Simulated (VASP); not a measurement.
A VASP 6.6.1 single-point calculation on SiO2

INCAR

```
LCHARG = .FALSE.
LASPH = .TRUE.
EDIFF = 1E-7
NSW = 0
ENCUT = 520
LWAVE = .FALSE.
GGA = PE
PREC = Low
ISIF = 2
ISMEAR = 0
SIGMA = 0.005
NBANDS = 25
IBRION = -1
LREAL = .FALSE.
NELM = 120
```

KPOINTS

```
KPOINTS created by Atomic Simulation Environment
0
Gamma
8 8 12
0 0 0
```

POSCAR

```
Si O
 1.0000000000000000
     4.1851887985999996    0.0000000000000000    0.0000000000000000
     0.0000000000000000    4.1851887985999996    0.0000000000000000
     0.0000000000000000    0.0000000000000000    2.5620862952999999
 Si  O
   2   4
Cartesian
  0.0000000000000000  0.0000000000000000  0.0000000000000000
  2.0925943992999998  2.0925943992999998  1.2810431476499999
  1.2797509969136254  1.2797509969136254  0.0000000000000000
  0.8128434023863741  3.3723453962136256  1.2810431476499999
  3.3723453962136256  0.8128434023863741  1.2810431476499999
  2.9054378016863738  2.9054378016863738  0.0000000000000000
```

The recommended PBE PAW datasets give the neutral cell 32 valence electrons.

Command

```
mpirun -np 1 vasp_std
```

OSZICAR

```
N       E                     dE             d eps       ncg     rms          rms(c)
DAV:   1     0.133224991215E+03    0.13322E+03   -0.17825E+04  5330   0.124E+03
DAV:   2    -0.441652253577E+02   -0.17739E+03   -0.17122E+03  6633   0.283E+02
DAV:   3    -0.506395972295E+02   -0.64744E+01   -0.64494E+01  6999   0.512E+01
DAV:   4    -0.506800204259E+02   -0.40423E-01   -0.40410E-01  6208   0.470E+00
DAV:   5    -0.506803396084E+02   -0.31918E-03   -0.31913E-03  7070   0.392E-01    0.186E+01
DAV:   6    -0.459054958072E+02    0.47748E+01   -0.13125E+01  6793   0.246E+01    0.873E+00
DAV:   7    -0.459307989838E+02   -0.25303E-01   -0.84893E-01  6595   0.549E+00    0.308E+00
DAV:   8    -0.459438474290E+02   -0.13048E-01   -0.28625E-02  6477   0.146E+00    0.110E+00
DAV:   9    -0.459499202838E+02   -0.60729E-02   -0.10069E-02  6651   0.838E-01    0.269E-01
DAV:  10    -0.459501062276E+02   -0.18594E-03   -0.38112E-04  6687   0.147E-01    0.420E-02
DAV:  11    -0.459501030855E+02    0.31421E-05   -0.57981E-05  6699   0.562E-02    0.140E-02
DAV:  12    -0.459501046516E+02   -0.15661E-05   -0.43413E-06  6566   0.161E-02    0.308E-03
DAV:  13    -0.459501048909E+02   -0.23928E-06   -0.61631E-07  6855   0.562E-03    0.434E-03
DAV:  14    -0.459501048754E+02    0.15466E-07   -0.14275E-08  4387   0.877E-04
   1 F= -.45950105E+02 E0= -.45950105E+02  d E =-.351093E-46
```

Standard output (part)

```
POSCAR found type information on POSCAR SiO
 POSCAR found :  2 types and       6 ions
 LDA part: xc-table for (Slater+PW92), standard interpolation
 POSCAR, INCAR and KPOINTS ok, starting setup
 WAVECAR not read
 entering main loop
```

From OUTCAR

```
k-points           NKPTS =    105   k-points in BZ     NKDIM =    105   number of bands    NBANDS=     25

   NELECT =      32.0000    total number of electrons

   dimension x,y,z NGX =    24 NGY =   24 NGZ =   14
   dimension x,y,z NGXF=    28 NGYF=   28 NGZF=   16

  energy-cutoff  :      520.00
  volume of cell :       44.88
      direct lattice vectors                 reciprocal lattice vectors
     4.185188799  0.000000000  0.000000000     0.238937847  0.000000000  0.000000000
     0.000000000  4.185188799  0.000000000     0.000000000  0.238937847  0.000000000
     0.000000000  0.000000000  2.562086295     0.000000000  0.000000000  0.390306916

 k-points in reciprocal lattice and weights: KPOINTS created by Atomic Simulation Env
   0.00000000  0.00000000  0.00000000       0.001
   0.12500000  0.00000000  0.00000000       0.005
   0.25000000  0.00000000  0.00000000       0.005
   0.37500000  0.00000000  0.00000000       0.005
   0.50000000  0.00000000  0.00000000       0.003
   0.12500000  0.12500000  0.00000000       0.005
   0.25000000  0.12500000  0.00000000       0.010
   0.37500000  0.12500000  0.00000000       0.010
   ...

 E-fermi :   8.7309

 k-point     1 :       0.0000    0.0000    0.0000
  band No.  band energies     occupation
      1     -14.3060      2.00000
      2     -10.5800      2.00000
      3     -10.5800      2.00000
      4     -10.4036      2.00000
      5      -2.4231      2.00000
      6       1.8368      2.00000
      7       1.8368      2.00000
      8       2.1219      2.00000
      9       3.3524      2.00000
     10       3.6654      2.00000
     11       5.7014      2.00000
     12       5.7014      2.00000
     13       6.3715      2.00000
     14       7.7411      2.00000
     15       7.7411      2.00000
     16       8.6823      2.00000
     17      15.0824      0.00000
     18      16.2429      0.00000
     19      18.1112      0.00000
     20      18.1112      0.00000
     21      19.8705      0.00000
     22      21.4810      0.00000
     23      23.1648      0.00000
     24      23.1648      0.00000
     25      24.7714      0.00000

 k-point     2 :       0.1250    0.0000    0.0000
  band No.  band energies     occupation
      1     -14.2237      2.00000
      2     -11.0786      2.00000
      3     -10.5369      2.00000
      4     -10.0799      2.00000
      5      -2.3302      2.00000
      6       1.3739      2.00000
      7       1.8772      2.00000
      8       2.4504      2.00000
      9       3.7233      2.00000
     10       3.7345      2.00000
     11       5.5740      2.00000
     12       5.7360      2.00000
     13       6.3837      2.00000
     14       7.3874      2.00000
     15       7.7105      2.00000
     16       8.5577      2.00000
     17      15.3270      0.00000
     18      16.3808      0.00000
     19      18.0689      0.00000
     20      18.1490      0.00000
     21      20.2004      0.00000
     22      21.6039      0.00000
     23      22.6760      0.00000
     24      22.7526      0.00000
     25      24.6895      0.00000

 ...

  Total        5.0202642      5.0202642     12.8633429      0.0000000      0.0000000      0.0000000
  in kB      179.2310670    179.2310670    459.2409070      0.0000000      0.0000000      0.0000000
  external PRESSURE =     272.5676803 kB  Pullay stress =       0.0000000 kB

 POSITION                                       TOTAL-FORCE (eV/Angst)
 -----------------------------------------------------------------------------------
      0.00000      0.00000      0.00000         0.000000      0.000000      0.000000
      2.09259      2.09259      1.28104         0.000000      0.000000      0.000000
      1.27975      1.27975      0.00000        -0.118753     -0.118753     -0.000000
      0.81284      3.37235      1.28104         0.118753     -0.118753      0.000000
      3.37235      0.81284      1.28104        -0.118753      0.118753      0.000000
      2.90544      2.90544      0.00000         0.118753      0.118753      0.000000
 -----------------------------------------------------------------------------------
    total drift:                                0.000000      0.000000      0.000000

  FREE ENERGIE OF THE ION-ELECTRON SYSTEM (eV)
  ---------------------------------------------------
  free  energy   TOTEN  =       -45.9501048754 eV

  energy  without entropy=      -45.9501048754  energy(sigma->0) =      -45.95010488
```

It converged. Results: gap between bands v and c on the k mesh 6.40 eV; least direct gap on the k mesh 6.40 eV; pressure 27.3 GPa; largest force 0.17 eV/Å. Band v is the last that the valence electrons fill when counted band by band, and c is the next.

For comparison, a separate PBE run of the intended cell, on usual settings and not on those above, gives a gap of 6.40 eV on its mesh and a pressure of 27.2 GPa.

The run above took about 34 s on one core of a shared host (Intel Xeon Platinum 8488C) and held 0.18 GiB at most.
